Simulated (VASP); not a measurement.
# What goes wrong when Te2Mo is relaxed with a bad input, part 2 of 2

Aim: see how common mistakes in a VASP relaxation show up, on Te2Mo. The starting structure is a measured crystal structure from the Crystallography Open Database. The first relaxation on each setting starts from this cell expanded by 3 % in volume.

VASP 6.6.1.

Results so far: reference 24.67 Å³ an atom.

**4. Relaxation with too few ionic steps**

Level of this step: PBEsol; plane waves and PAW (Te, Mo_sv) (VASP).

A slip made on purpose: too few ionic steps. Against step 2 the input has NSW = 2 (also changed: NELM).

Input file INCAR:

```
SYSTEM = Te2Mo
PREC = Accurate
ENCUT = 450
EDIFF = 1E-06
NELM = 60
ISMEAR = 0
SIGMA = 0.03
LREAL = .FALSE.
ALGO = Normal
GGA = PS
NBANDS = 32
LASPH = .TRUE.
LORBIT = 11
LWAVE = .FALSE.
LCHARG = .FALSE.
KPAR = 8
IBRION = 2
NSW = 2
ISIF = 3
EDIFFG = -0.006
```

Input file POSCAR:

```
Te2Mo
1.0
    3.5530359289      0.0000000000      0.0000000000
   -1.7765179645      3.0770193750      0.0000000000
    0.0000000000      0.0000000000     14.1119614736
Te Mo
4 2
Direct
    0.6666666667      0.3333333333      0.3790000000
    0.3333333333      0.6666666667      0.8790000000
    0.6666666667      0.3333333333      0.1210000000
    0.3333333333      0.6666666667      0.6210000000
    0.6666666667      0.3333333333      0.7500000000
    0.3333333333      0.6666666667      0.2500000000
```

Input file KPOINTS:

```
Automatic mesh
0
Gamma
9 9 2
0 0 0
```

The projector-augmented-wave data sets are Te and Mo_sv (PBE family, release 64).

Run with:

```sh
> mpirun -np 8 vasp_std
```

Output:

```text
[... set-up lines as in an earlier step ...]
 entering main loop
       N       E                     dE             d eps       ncg     rms          rms(c)
[... 4 cycles as in an earlier step ...]
DAV:   5    -0.408821323949E+02   -0.16112E-01   -0.16106E-01  2048   0.172E+00    0.215E+01
DAV:   6    -0.399962245431E+02    0.88591E+00   -0.10937E+01  1712   0.162E+01    0.920E+00
DAV:   7    -0.397984897183E+02    0.19773E+00   -0.96205E+00  1704   0.129E+01    0.644E+00
DAV:   8    -0.393329082007E+02    0.46558E+00   -0.16796E+00  1824   0.602E+00    0.309E+00
[...]
DAV:  12    -0.393210174966E+02    0.73737E-04   -0.17667E-04  1808   0.743E-02    0.180E-01
DAV:  13    -0.393209675139E+02    0.49983E-04   -0.17700E-04  1984   0.656E-02    0.639E-02
DAV:  14    -0.393209672269E+02    0.28693E-06   -0.56793E-06  1632   0.108E-02
   1 F= -.39320967E+02 E0= -.39320967E+02  d E =-.393210E+02
[...]
N       E                     dE             d eps       ncg     rms          rms(c)
DAV:   1    -0.434969591813E+02   -0.41760E+01   -0.99965E+01  1576   0.739E+01    0.240E+01
DAV:   2    -0.402600964804E+02    0.32369E+01   -0.26781E+01  1624   0.307E+01    0.838E+00
DAV:   3    -0.393864569812E+02    0.87364E+00   -0.74845E+00  1656   0.117E+01    0.586E+00
DAV:   4    -0.392268644499E+02    0.15959E+00   -0.71681E-01  1616   0.452E+00    0.196E+00
[...]
DAV:  11    -0.391749595849E+02    0.39460E-05   -0.42514E-06  1560   0.856E-03    0.628E-02
DAV:  12    -0.391749551750E+02    0.44099E-05   -0.46284E-06  1408   0.123E-02    0.423E-02
DAV:  13    -0.391749550303E+02    0.14464E-06   -0.20092E-07   888   0.244E-03
   2 F= -.39174955E+02 E0= -.39174955E+02  d E =0.146012E+00
 trial-energy change:    0.146012  1 .order    0.165101   -0.365840    0.696042
 step:   0.3697(harm=  0.3445)  dis= 0.00802  next Energy=   -39.389548 (dE=-0.686E-01)
```

Wall time 27 s (8 MPI ranks of Intel Xeon 6975P-C (Granite Rapids), shared host); peak memory 2.8 GiB.

From OUTCAR (step 4):

```text
  Total        5.4856763      5.4856763      8.9752073     -0.0000000     -0.0000000      0.0000000
  in kB       62.3402017     62.3402017    101.9958530     -0.0000000     -0.0000000      0.0000000
  external PRESSURE =      75.5587521 kB  Pullay stress =       0.0000000 kB

 POSITION                                       TOTAL-FORCE (eV/Angst)
 -----------------------------------------------------------------------------------
      1.72390      0.99529      5.16933         0.000000      0.000000      1.220115
     -0.00000      1.99059     12.01678        -0.000000      0.000000      1.220115
      1.72390      0.99529      1.67813         0.000000      0.000000     -1.220115
     -0.00000      1.99059      8.52558        -0.000000      0.000000     -1.220115
      1.72390      0.99529     10.27118        -0.000000     -0.000000      0.000000
     -0.00000      1.99059      3.42373         0.000000     -0.000000      0.000000
 -----------------------------------------------------------------------------------
    total drift:                                0.000000     -0.000000      0.000000

  FREE ENERGIE OF THE ION-ELECTRON SYSTEM (eV)
  ---------------------------------------------------
  free  energy   TOTEN  =       -39.1749550303 eV

  energy  without entropy=      -39.1749550303  energy(sigma->0) =      -39.17495503

[... 1 part as in an earlier step ...]

[... 2 further parts left out ...]
[key lines of the parts left out:]
E-fermi :   9.1551
```

The relaxation used up its 2 ionic steps (NSW) before forces and stress met EDIFFG.

**5. Relaxation with only the volume free (ISIF = 7)**

A slip made on purpose: only the volume free (ISIF = 7). Against step 2 the input has ISIF = 7 (also changed: NELM).

INCAR: that of step 4 with these lines changed.

```diff
@@ -17,4 +17,4 @@
 IBRION = 2
-NSW = 2
-ISIF = 3
+NSW = 50
+ISIF = 7
 EDIFFG = -0.006
```

POSCAR is that of step 4.

KPOINTS is that of step 4.

Run with:

```sh
> mpirun -np 8 vasp_std
```

Output:

```text
[... set-up lines as in an earlier step ...]
 entering main loop
       N       E                     dE             d eps       ncg     rms          rms(c)
[... 14 cycles as in an earlier step ...]
   1 F= -.39320967E+02 E0= -.39320967E+02  d E =-.393210E+02
[... from here on, the cycles between the ionic steps are left out ...]
   2 F= -.39261819E+02 E0= -.39261819E+02  d E =0.591486E-01
   5 F= -.39393392E+02 E0= -.39393392E+02  d E =-.180183E-05
   9 F= -.39393392E+02 E0= -.39393392E+02  d E =-.197814E-05
  13 F= -.39393371E+02 E0= -.39393371E+02  d E =0.212281E-04
  17 F= -.39393392E+02 E0= -.39393392E+02  d E =0.140502E-06
  21 F= -.39393392E+02 E0= -.39393392E+02  d E =0.139789E-08
  25 F= -.39393393E+02 E0= -.39393393E+02  d E =-.594927E-06
  29 F= -.39393393E+02 E0= -.39393393E+02  d E =-.484937E-06
  33 F= -.39393392E+02 E0= -.39393392E+02  d E =0.296798E-06
  37 F= -.39393391E+02 E0= -.39393391E+02  d E =0.136195E-05
  41 F= -.39393392E+02 E0= -.39393392E+02  d E =0.100450E-05
  45 F= -.39393393E+02 E0= -.39393393E+02  d E =-.140037E-05
  49 F= -.39393392E+02 E0= -.39393392E+02  d E =-.480540E-06
  50 F= -.39393393E+02 E0= -.39393393E+02  d E =-.622054E-06
 trial-energy change:   -0.000001  1 .order   -0.000000   -0.000000    0.000000
 step:   0.1224(harm=  0.1224)  dis= 0.00000  next Energy=   -39.393392 (dE=-0.178E-06)
```

Run time: 3.9 min. Hardware: 8 MPI ranks; peak memory 2.9 GiB.

From OUTCAR (step 5):

```text
  Total       -0.3074227     -0.3074227      0.6203260      0.0000000     -0.0000000      0.0000000
  in kB       -3.3199373     -3.3199373      6.6990603      0.0000000     -0.0000000      0.0000000
  external PRESSURE =       0.0197285 kB  Pullay stress =       0.0000000 kB

 POSITION                                       TOTAL-FORCE (eV/Angst)
 -----------------------------------------------------------------------------------
      1.75349      1.01238      5.27910         0.000000      0.000000      0.072760
     -0.00000      2.02475     12.24361         0.000000     -0.000000      0.072760
      1.75349      1.01238      1.68541         0.000000      0.000000     -0.072760
     -0.00000      2.02475      8.64992         0.000000     -0.000000     -0.072760
      1.75349      1.01238     10.44676        -0.000000      0.000000      0.000000
     -0.00000      2.02475      3.48225         0.000000     -0.000000      0.000000
 -----------------------------------------------------------------------------------
    total drift:                                0.000000     -0.000000      0.000000

  FREE ENERGIE OF THE ION-ELECTRON SYSTEM (eV)
  ---------------------------------------------------
  free  energy   TOTEN  =       -39.3933926030 eV

  energy  without entropy=      -39.3933926030  energy(sigma->0) =      -39.39339260

[... 1 part as in an earlier step ...]

[... 2 further parts left out ...]
[key lines of the parts left out:]
E-fermi :   8.4036
```

With only the volume free, forces and the rest of the stress can never meet EDIFFG, so the run used up its 50 ionic steps.

**6. Relaxation with a k mesh far too coarse**

A slip made on purpose: a k mesh far too coarse. Against step 2 the input has a 1×1×1 mesh (also changed: NELM, NCORE and KPAR).

INCAR: that of step 5 with these lines changed.

```diff
@@ -15,6 +15,6 @@
 LCHARG = .FALSE.
-KPAR = 8
+NCORE = 8
 IBRION = 2
 NSW = 50
-ISIF = 7
+ISIF = 3
 EDIFFG = -0.006
```

POSCAR is that of step 5.

Input file KPOINTS:

```
Automatic mesh
0
Gamma
1 1 1
0 0 0
```

Run with:

```sh
> mpirun -np 8 vasp_std
```

Output:

```text
[banner, memory and clock lines left out]
running    8 mpi-ranks, on    1 nodes
[...]
[... a notice as in an earlier step ...]

 [... a notice as in an earlier step ...]

 LDA part: xc-table for (Slater+PW92), standard interpolation
 POSCAR, INCAR and KPOINTS ok, starting setup
[...]
entering main loop
       N       E                     dE             d eps       ncg     rms          rms(c)
DAV:   1     0.394335071211E+03    0.39434E+03   -0.25683E+04    80   0.127E+03
DAV:   2    -0.752909228482E+01   -0.40186E+03   -0.39375E+03    88   0.331E+02
DAV:   3    -0.254460465493E+02   -0.17917E+02   -0.17773E+02    88   0.592E+01
DAV:   4    -0.258083530530E+02   -0.36231E+00   -0.36203E+00    72   0.869E+00
[...]
DAV:  14    -0.200531556466E+02   -0.14263E-06   -0.45885E-05    80   0.379E-02    0.717E-03
DAV:  15    -0.200531567146E+02   -0.10680E-05   -0.61098E-06    80   0.985E-03    0.845E-03
DAV:  16    -0.200531567285E+02   -0.13844E-07   -0.19619E-07    56   0.237E-03
   1 F= -.20053157E+02 E0= -.20053157E+02  d E =-.200532E+02
[... from here on, the cycles between the ionic steps are left out ...]
   2 F= -.23322156E+02 E0= -.23322156E+02  d E =-.326900E+01
   3 F= -.23611290E+02 E0= -.23611290E+02  d E =-.355813E+01
   5 F= -.24067136E+02 E0= -.24067136E+02  d E =-.454041E+00
   7 F= -.24460292E+02 E0= -.24460292E+02  d E =-.294845E+00
   9 F= -.24515837E+02 E0= -.24515837E+02  d E =-.350390E+00
  11 F= -.24553763E+02 E0= -.24553763E+02  d E =-.379257E-01
  13 F= -.24571744E+02 E0= -.24571744E+02  d E =-.179812E-01
  15 F= -.24571773E+02 E0= -.24571773E+02  d E =-.180101E-01
  17 F= -.24571760E+02 E0= -.24571760E+02  d E =-.179974E-01
  19 F= -.24572075E+02 E0= -.24572075E+02  d E =-.314544E-03
  21 F= -.24572320E+02 E0= -.24572320E+02  d E =-.245007E-03
  23 F= -.24572464E+02 E0= -.24572464E+02  d E =-.143866E-03
  24 F= -.24572703E+02 E0= -.24572703E+02  d E =-.239667E-03
  25 F= -.24572732E+02 E0= -.24572732E+02  d E =-.268309E-03
[...]
reached required accuracy - stopping structural energy minimisation
```

The job ended after 30 s (8 MPI ranks; peak memory 0.97 GiB).

From OUTCAR (step 6):

```text
  Total       -0.0348877     -0.0348877      0.0308956      0.0000000      0.0000000      0.0000000
  in kB       -0.2619909     -0.2619909      0.2320122      0.0000000      0.0000000      0.0000000
  external PRESSURE =      -0.0973232 kB  Pullay stress =       0.0000000 kB

 POSITION                                       TOTAL-FORCE (eV/Angst)
 -----------------------------------------------------------------------------------
      1.93529      1.11734      5.72093        -0.000000     -0.000000     -0.003748
     -0.00000      2.23467     13.94310         0.000000     -0.000000     -0.003748
      1.93529      1.11734      2.50123        -0.000000     -0.000000      0.003748
     -0.00000      2.23467     10.72340        -0.000000     -0.000000      0.003748
      1.93529      1.11734     12.33325         0.000000      0.000000     -0.000000
     -0.00000      2.23467      4.11108        -0.000000     -0.000000     -0.000000
 -----------------------------------------------------------------------------------
    total drift:                                0.000000     -0.000000      0.000000

  FREE ENERGIE OF THE ION-ELECTRON SYSTEM (eV)
  ---------------------------------------------------
  free  energy   TOTEN  =       -24.5727321325 eV

  energy  without entropy=      -24.5727321325  energy(sigma->0) =      -24.57273213

[... 1 part as in an earlier step ...]

[... 3 further parts left out ...]
[key lines of the parts left out:]
E-fermi :   5.4320
```

With a k mesh far too coarse the cell ends at 35.559 Å³ an atom, +44.15 % from the reference.

**7. The runs compared**

| run | ended | volume (Å³/atom) | change (%) | pressure left (GPa) | core minutes |
| --- | --- | --- | --- | --- | --- |
| reference | converged | 24.668 | - | -0.03 | 12.5 |
| too few electronic steps | not converged | - | - | - | 20.3 |
| too few ionic steps | not converged | - | - | - | 3.6 |
| only the volume free (ISIF = 7) | not converged | - | - | - | 31.5 |
| a k mesh far too coarse | converged | 35.559 | 44.15 | -0.01 | 4.0 |

Core minutes are wall time times ranks, summed over the relaxations behind a row (those for a bulk modulus apart), on shared hosts.

**8. What came out**

* volume of the reference: 24.67 Å³/atom
* volume against the reference, a k mesh far too coarse: +44.15 %
* run with too few electronic steps: not converged
* run with too few ionic steps: not converged
* run with only the volume free (ISIF = 7): not converged

**Reading.** The runs with too few electronic steps, too few ionic steps and only the volume free (ISIF = 7) didn't converge. Finished, but with signs in the output that stand out against the reference: a k mesh far too coarse, with the volume changed by +44.1 % (signs: 12.0 GPa at the first ionic step (of the first relaxations, not shown; reference: -3.8 GPa)). The reference was restarted once and the runs with a slip weren't, so their cells may not have settled fully. Further runs on this material are not shown.

[Lines on the potential files, build, host, timing and source positions are cut from VASP's logs without a mark.]

[Logs are printed without paths, hosts, clocks, repeated set-up lines and the standing remarks that a program may print on its own settings, such as how far it seeks lower states.]

[Hosts, paths, dates, database ids (printed as entryN), source tags and the programs' standing remarks are cut or masked in the printed files.]
